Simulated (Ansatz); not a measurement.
# SnS2: the cost of one run

Method: DFT PBE, scalar-relativistic, plane waves, PAW, in Ansatz 0.2.0.

5 further runs of the same task are left out: 5 set aside as unsound or not needed.

## (1) The system as given

The structure is trigonal, space group P-3m1 (No. 164). The conventional cell has a = 3.703 Å, b = 3.703 Å, c = 6.828 Å, α = 90.00°, β = 90.00°, γ = 120.00°. Sn (site symmetry -3m) has 6 S at 2.60 Å as nearest neighbours. S (site symmetry 3m) is surrounded by 3 Sn at 2.60 Å.

Structure file:

```cif
data_structure
_symmetry_space_group_name_H-M 'P-3m1'
_symmetry_Int_Tables_number 164
_cell_length_a 3.7031
_cell_length_b 3.7031
_cell_length_c 6.8277
_cell_angle_alpha 90.000
_cell_angle_beta 90.000
_cell_angle_gamma 120.000
_cell_volume 81.08
loop_
_atom_site_label
_atom_site_type_symbol
_atom_site_symmetry_multiplicity
_atom_site_Wyckoff_symbol
_atom_site_fract_x
_atom_site_fract_y
_atom_site_fract_z
_atom_site_occupancy
Sn1 Sn 1 a 0.00000 0.00000 0.00000 1
S1 S 2 d 0.33333 0.66667 0.21645 1
```

It goes back to an entry of the Materials Project.

This cell was relaxed beforehand with the same method: volume 27.03 Å³/atom, gap on the mesh 1.54 eV.

The host's static dielectric tensor, from an earlier linear-response run, has a mean of 12.34.

## (2) The perfect supercell

input.yaml reads:

```yaml
crystal:
  lattice:
    - [7.406249828, 6.4140004978, 6.8276761428]
    - [-7.406249828, 6.4140004978, -6.8276761428]
    - [-7.406249828, -6.4140004978, 6.8276761428]
  atoms:
    - { symbol: Sn, position: [0.0, 0.75, 0.75] }
    - { symbol: Sn, position: [0.25, 0.125, 0.875] }
    - { symbol: Sn, position: [0.0, 0.5, 0.5] }
    - { symbol: Sn, position: [0.25, 0.875, 0.625] }
    - { symbol: Sn, position: [0.0, 0.25, 0.25] }
    - { symbol: Sn, position: [0.5, 0.25, 0.75] }
    - { symbol: Sn, position: [0.25, 0.625, 0.375] }
    - { symbol: Sn, position: [0.75, 0.625, 0.875] }
    - { symbol: Sn, position: [0.0, 0.0, 0.0] }
    - { symbol: Sn, position: [0.5, 0.0, 0.5] }
    - { symbol: Sn, position: [0.25, 0.375, 0.125] }
    - { symbol: Sn, position: [0.75, 0.375, 0.625] }
    - { symbol: Sn, position: [0.5, 0.75, 0.25] }
    - { symbol: Sn, position: [0.75, 0.125, 0.375] }
    - { symbol: Sn, position: [0.5, 0.5, 0.0] }
    - { symbol: Sn, position: [0.75, 0.875, 0.125] }
    - { symbol: S, position: [0.274891661, 0.9166666667, 0.8582249944] }
    - { symbol: S, position: [0.524891661, 0.2916666667, 0.9832249944] }
    - { symbol: S, position: [0.274891661, 0.6666666667, 0.6082249944] }
    - { symbol: S, position: [0.524891661, 0.0416666667, 0.7332249944] }
    - { symbol: S, position: [0.274891661, 0.4166666667, 0.3582249944] }
    - { symbol: S, position: [0.774891661, 0.4166666667, 0.8582249944] }
    - { symbol: S, position: [0.524891661, 0.7916666667, 0.4832249944] }
    - { symbol: S, position: [0.024891661, 0.7916666667, 0.9832249944] }
    - { symbol: S, position: [0.274891661, 0.1666666667, 0.1082249944] }
    - { symbol: S, position: [0.774891661, 0.1666666667, 0.6082249944] }
    - { symbol: S, position: [0.524891661, 0.5416666667, 0.2332249944] }
    - { symbol: S, position: [0.024891661, 0.5416666667, 0.7332249944] }
    - { symbol: S, position: [0.774891661, 0.9166666667, 0.3582249944] }
    - { symbol: S, position: [0.024891661, 0.2916666667, 0.4832249944] }
    - { symbol: S, position: [0.774891661, 0.6666666667, 0.1082249944] }
    - { symbol: S, position: [0.024891661, 0.0416666667, 0.2332249944] }
    - { symbol: S, position: [0.475108339, 0.7083333333, 0.0167750057] }
    - { symbol: S, position: [0.725108339, 0.0833333333, 0.1417750056] }
    - { symbol: S, position: [0.475108339, 0.4583333333, 0.7667750057] }
    - { symbol: S, position: [0.725108339, 0.8333333333, 0.8917750056] }
    - { symbol: S, position: [0.475108339, 0.2083333333, 0.5167750056] }
    - { symbol: S, position: [0.975108339, 0.2083333333, 0.0167750057] }
    - { symbol: S, position: [0.725108339, 0.5833333333, 0.6417750056] }
    - { symbol: S, position: [0.225108339, 0.5833333333, 0.1417750056] }
    - { symbol: S, position: [0.475108339, 0.9583333333, 0.2667750057] }
    - { symbol: S, position: [0.975108339, 0.9583333333, 0.7667750056] }
    - { symbol: S, position: [0.725108339, 0.3333333333, 0.3917750057] }
    - { symbol: S, position: [0.225108339, 0.3333333333, 0.8917750056] }
    - { symbol: S, position: [0.975108339, 0.7083333333, 0.5167750057] }
    - { symbol: S, position: [0.225108339, 0.0833333333, 0.6417750056] }
    - { symbol: S, position: [0.975108339, 0.4583333333, 0.2667750057] }
    - { symbol: S, position: [0.225108339, 0.8333333333, 0.3917750057] }
basis:
  ecutwfc: 420
  xc_grid: 2
kpoints:
  mp_grid: { grid: [2, 2, 2], shift: [0.5, 0.5, 0.5] }
hamiltonian:
  xc: pbe
scf:
  occupations: { method: gaussian, width: 0.01 }
output:
  forces: true
  stress: true
  eigenvalues: true
  write_density: true
  write_potential: true
  elf: true
  volumetric_format: npy
```

On the command line:

```bash
ansatz run input.yaml --threads 4 --pin off --max-ram 8192MiB --backend cpu --events-out ev --progress --plain --runs-dir out
```

**Question.** How long does this run take on 4 threads of Intel Xeon Platinum 8175M at 2.50GHz (Skylake/Cascade Lake), shared host, and how much memory does it need?

About 45 s, with a peak of 5.9 GiB.
